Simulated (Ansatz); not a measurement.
## SCF log, Fe

Fe is taken as a measured crystal structure (space group Fm-3m, primitive cell doubled), 2 atoms in the cell. Source: COD entry 9015687; it may be a high-temperature, high-pressure or metastable form.

All numbers below come from DFT, PBE, PAW, plane waves, scalar-relativistic in Ansatz.

The input:

```yaml
crystal:
  lattice:
    - [-1.747, -3.494, -1.747]
    - [-1.747, 0.0, -1.747]
    - [1.747, 0.0, -1.747]
  atoms:
    - { symbol: Fe, position: [0.0, 0.0, 0.0], spin: 4.0 }
    - { symbol: Fe, position: [0.5, 0.0, 0.5], spin: -4.0 }
magnetization:
  spin_polarized: true
hamiltonian:
  xc: pbe
  pseudopotentials: { kind: paw }
basis:
  ecutwfc: 420
kpoints:
  mp_grid: { grid: [8, 14, 11] }
scf:
  occupations: { method: gaussian, width: 0.05 }
  lower_state_search: "off"
output:
  forces: true
  stress: true
```

What the program printed (shortened):

```
Warning: crystal.symmetry: narrowed to the stabiliser of the k-point mesh — unitary ops 16 → 4; excluded 12 operations that carry a point of the 8×14×11 mesh (shift [0, 0, 0]) off the mesh (the run samples exactly the mesh kpoints.mp_grid names, as under crystal.symmetry.detect: false, and its converged state has the mesh's symmetry, not the crystal's; [...]
Pseudopotentials: kind: paw
Pseudopotential: Fe, paw, valence charge 16, recommended cutoff 420 eV (normal), Fe.paw.azcp
Functional definition: PBE
Crystal: 2 atoms, lattice volume = 21.327 Å³
Basis set: ecut = 420 eV, 403 PW (Γ), exchange–correlation on 60×36×36 points (8 copies of the dense FFT grid, shifted against one another)
Bands: 24, of which v1, the nominal top of the filled ones, is band 16 counted from 1 (15 counted from 0)
Symmetry: 4 space group operations
k-points: 348 of 1232
Non-local potential: Fe, projectors of the file, l = 0: 3, l = 1: 2, l = 2: 3, l = 3: 1
Initial density: superposition of atomic densities (chi_scale 0.1, normalization cell)
Starting moments: Σ|m| = 8 μB on 2 of 2 sites
Initial wavefunctions: pseudopotential atomic-orbital guess
Functional: x = pbe(κ = 0.804, μ = 0.2195149727645171), c = pbe(β = 0.06672455060314922)
spin-down is spin-up translated by (0.5, 0, 0.5): one eigenproblem is solved per k-point and the antiferromagnetic symmetry of the starting moments is kept exactly by this SCF (crystal.symmetry.spin_inversion_symmetry: false solves both channels; [...]
SCF iter   1: F=—  HF=-8959.823541 eV  |F-HF|=—  |Δ(HF+E_count)|=         —  Δρ=1.46e-1 (↑1.46e-1 ↓1.46e-1)  dr2=1.03e0  dr2_m=3.78e0  M=0.000 μB ∫|m|=5.177 μB  β_m=0.30  ethr=3.10e-3  ⟨swp⟩=4.8  Hψ=31662  notcnv=0  defer=139
Mixer restart at iter 1: flushing history
preconditioner: auto → none  [metal: Δε(μ)=0.007 eV  Ē_g=10.950 eV  σ=0.050 eV  W_gap=0.08  n_scr=6 (ndim 8)  ℏωp=32.2 eV  f_vac=0.000  D(μ)=2.99/eV (n_scr^D=36)  sad-step TF]
spin-set hold released at iteration 1 (the charge has settled, or the pull on large starting moments outlasts its swing): the magnetisation degrees of freedom join the quasi-Newton model from the next iteration; the mixer history was flushed
SCF iter   2: F=—  HF=-8960.016661 eV  |F-HF|=—  |Δ(HF+E_count)|=   1.93e-1  Δρ=1.12e-1 (↑1.12e-1 ↓1.12e-1)  dr2=2.54e-1  dr2_m=2.37e0  M=0.000 μB ∫|m|=4.946 μB  β_m=0.65  ethr=3.10e-3  ⟨swp⟩=2.0  Hψ=12892  notcnv=0  defer=955
SCF iter   3: F=—  HF=-8961.110115 eV  |F-HF|=—  |Δ(HF+E_count)|=    1.09e0  Δρ=8.63e-2 (↑8.63e-2 ↓8.63e-2)  dr2=2.01e0  dr2_m=7.08e-1  M=0.000 μB ∫|m|=3.720 μB  β_m=0.52  ethr=7.93e-4  ⟨swp⟩=3.0  Hψ=15854  notcnv=0  defer=955
SCF iter   4: F=—  HF=-8960.704817 eV  |F-HF|=—  |Δ(HF+E_count)|=   4.05e-1  Δρ=2.16e-2 (↑2.16e-2 ↓2.16e-2)  dr2=3.01e-2  dr2_m=6.93e-2  M=0.000 μB ∫|m|=3.222 μB  β_m=0.76  ethr=7.93e-4  ⟨swp⟩=3.0  Hψ=20280  notcnv=0  defer=897
SCF iter   5: F=—  HF=-8960.749094 eV  |F-HF|=—  |Δ(HF+E_count)|=   4.43e-2  Δρ=7.27e-3 (↑7.27e-3 ↓7.27e-3)  dr2=1.19e-2  dr2_m=2.90e-3  M=0.000 μB ∫|m|=2.728 μB  β_m=0.81  ethr=9.40e-5  ⟨swp⟩=2.4  Hψ=14998  notcnv=0  defer=893
SCF iter   6: F=—  HF=-8960.750118 eV  |F-HF|=—  |Δ(HF+E_count)|=   1.02e-3  Δρ=3.93e-3 (↑3.93e-3 ↓3.93e-3)  dr2=2.71e-3  dr2_m=1.04e-3  M=0.000 μB ∫|m|=2.723 μB  β_m=0.78  ethr=3.72e-5  ⟨swp⟩=2.2  Hψ=12690  notcnv=0  defer=891
SCF iter   7: F=—  HF=-8960.750164 eV  |F-HF|=—  |Δ(HF+E_count)|=   4.67e-5  Δρ=1.28e-3 (↑1.28e-3 ↓1.28e-3)  dr2=2.79e-4  dr2_m=1.97e-4  M=0.000 μB ∫|m|=2.692 μB  β_m=0.89  ethr=8.46e-6  ⟨swp⟩=2.0  Hψ=13263  notcnv=0  defer=891
SCF iter   8: F=—  HF=-8960.750377 eV  |F-HF|=—  |Δ(HF+E_count)|=   2.13e-4  Δρ=4.23e-4 (↑4.23e-4 ↓4.23e-4)  dr2=9.03e-6  dr2_m=3.02e-5  M=0.000 μB ∫|m|=2.700 μB  β_m=0.93  ethr=8.72e-7  ⟨swp⟩=2.7  Hψ=12357  notcnv=0  defer=891
SCF iter   9: F=—  HF=-8960.750402 eV  |F-HF|=—  |Δ(HF+E_count)|=   2.45e-5  Δρ=1.18e-4 (↑1.18e-4 ↓1.18e-4)  dr2=4.79e-7  dr2_m=2.42e-6  M=0.000 μB ∫|m|=2.692 μB  β_m=0.95  ethr=2.82e-8  ⟨swp⟩=2.0  Hψ=13030  notcnv=0  defer=891
SCF iter  10: F=—  HF=-8960.750403 eV  |F-HF|=—  |Δ(HF+E_count)|=   1.44e-6  Δρ=3.12e-5 (↑3.12e-5 ↓3.12e-5)  dr2=1.10e-7  dr2_m=1.05e-7  M=0.000 μB ∫|m|=2.689 μB  β_m=0.87  ethr=3.13e-10  ⟨swp⟩=4.1  Hψ=26660  notcnv=0
iter 11 did not close the SCF: its close was put off for a magnetic moment that had not settled (scf_convergence_deferred on its scf_iter line)
SCF iter  11: F=-8960.750403 eV  HF=-8960.750403 eV  |F-HF|=4.21e-8  |Δ(HF+E_count)|=   6.34e-8  Δρ=1.54e-5 (↑1.54e-5 ↓1.54e-5)  dr2=6.32e-8  dr2_m=1.68e-8  M=0.000 μB ∫|m|=2.689 μB  β_m=0.92  ethr=3.13e-10  ⟨swp⟩=3.4  Hψ=21778  notcnv=0
SCF iter  12: F=-8960.750403 eV  HF=-8960.750403 eV  |F-HF|=1.01e-8  |Δ(HF+E_count)|=   1.06e-8  Δρ=7.01e-6 (↑7.01e-6 ↓7.01e-6)  dr2=1.35e-8  dr2_m=3.33e-9  M=0.000 μB ∫|m|=2.689 μB  ethr=1.97e-10  ⟨swp⟩=2.0  Hψ=25295  notcnv=0
SCF 1 converged in 12 iterations: F = -8960.750403 eV  dr2 = 1.35e-8
  greatest PAW one-centre occupation: 1.000 electrons in one spin orbital (limit 2), on the Fe atom at site 1 (counted from 0), in its partial waves of l = 0
SCF converged after 12 iterations
Magnetization: 0.0000 μB (16.0000 up, 16.0000 down)
Absolute magnetization: 2.6885 μB (∫|ρ↑−ρ↓|, with the PAW one-centre terms)
Spin contamination: 0.9220 ħ² per cell (⟨S²⟩ above its minimum at these occupations)
Per-site moments (μB) at R_I (Å): [(1.3023, 1.0191), (-1.3023, 1.0191)]
Free energy (F): -8960.750403 eV
Harris-Foulkes:  -8960.750403 eV  (|F-HF|=1.01e-8)
Internal energy: -8960.746528 eV  (E = F + TS)
E sigma→0 (E₀):  -8960.748465 eV
Entropy (-TS):   -0.003875 eV (-1.938 meV/atom)
Fermi energy:    20.186677 eV
--- Per-component energies (eV) ---
  E_band       = -384.350042
  E_kinetic    = 706.188365
  E_local      = -3964.318043  (includes V_loc(G=0)·N_el)
  E_nonlocal   = 429.902125
  E_hartree    = 1671.049867
  E_xc         = -237.817694
  E_vxc        = -306.391880  (∫ρ·V_xc dr)
  E_paw        = -2728.540569  (= ΣΔE_a)
  E_vpaw       = -591.823034  (= ΣTr[D̂ρ^β])
  E_aug_tail   = 0.001625  (compensation charges beyond the density's cutoff)
  E_ewald      = -4837.212204
  E_smearing   = -0.003875  (= −TS)
  E_closure    = -0.000000  (closes the sum)
  Σ components = -8960.750403   (vs F -8960.750403, Δ=0.00e0)
--- Forces (eV/Å), atoms counted from 1 ---
  atom   1  Fe     0.00000000     0.00000000     0.00000000
  atom   2  Fe     0.00000000     0.00000000    -0.00000000
  max |Σ_I F_I| component: 4.93e-29 eV/Å
--- Stress (GPa, compression-positive) ---
       -5.889974      -0.019445      -0.069003
       -0.019482       9.410849      -0.019482
       -0.069003      -0.019445      -5.889974
  P = ⅓ Tr σ = -0.7897 GPa (-7.897 kbar)
```

Among 12 converged runs of this cell from various starts and settings, this end is the lowest found.

The mesh has less symmetry than the lattice, which lowers the symmetry of the run.

The run took 6.7 s on 2 threads of Arm Neoverse V2, with other jobs on the host, peak memory 0.48 GiB.
